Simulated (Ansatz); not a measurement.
A (001) slab of CuAu (P4/mmm (No. 123)), 7 planes, outer planes Cu (top) and Cu (bottom), with 7 atoms (Cu4Au3) in a surface cell of A = 7.952 Å², as cut from the bulk:

```yaml
crystal:
  lattice:
    - [2.81992, 0.00000, 0.00000]
    - [0.00000, 2.81992, 0.00000]
    - [0.00000, 0.00000, 25.72199]
  atoms:
    - { symbol: Cu, position: [0.50000, 0.50000, 0.29158] }
    - { symbol: Au, position: [0.00000, 0.00000, 0.36105] }
    - { symbol: Cu, position: [0.50000, 0.50000, 0.43053] }
    - { symbol: Au, position: [0.00000, 0.00000, 0.50000] }
    - { symbol: Cu, position: [0.50000, 0.50000, 0.56947] }
    - { symbol: Au, position: [0.00000, 0.00000, 0.63895] }
    - { symbol: Cu, position: [0.50000, 0.50000, 0.70842] }
```

Computed with Ansatz 0.2.0, DFT PBEsol, scalar-relativistic, plane waves, PAW. Cutoff 420 eV; k points 12×12×1 on the computed 7-atom cell (Γ-centred); Gaussian smearing, width 0.10 eV; no spin polarisation.

The relaxed slab holds 3 formula units of CuAu and 1 further Cu. Against those formula units in the bulk and the further Cu in its standard state it lies 1.982 eV higher. The formation energy of CuAu from the standard states is -0.115 eV a formula unit (uncorrected, no zero-point or thermal terms).

(1) Over what range can the chemical potential of Cu vary, and what is the surface energy at both ends?

(2) How does its energy depend on growth conditions?

## Answers

(1) In contact with the bulk, μ(Cu) + μ(Au) is fixed. With Δμ counted from the standard states, Δμ(Cu) ≤ 0 keeps elemental Cu from forming, and Δμ(Au) ≤ 0 requires Δμ(Cu) ≥ ΔH = -0.115 eV. Other compounds of Cu and Au can narrow this range. Then γ, the mean of both faces, = [1.982 eV − 1.00·Δμ(Cu)]/(2A). At the Cu-rich end (Δμ = 0): 1.982/(2 × 7.952) × 16.02 = 2.00 J/m². At the Cu-poor end: (1.982 + 0.115)/(2 × 7.952) × 16.02 = 2.11 J/m².

(2) It carries an excess of Cu, so its energy falls by 1.01 J/m² for each eV that μ(Cu) rises: Cu-rich conditions lower it; whether it appears depends on the other terminations.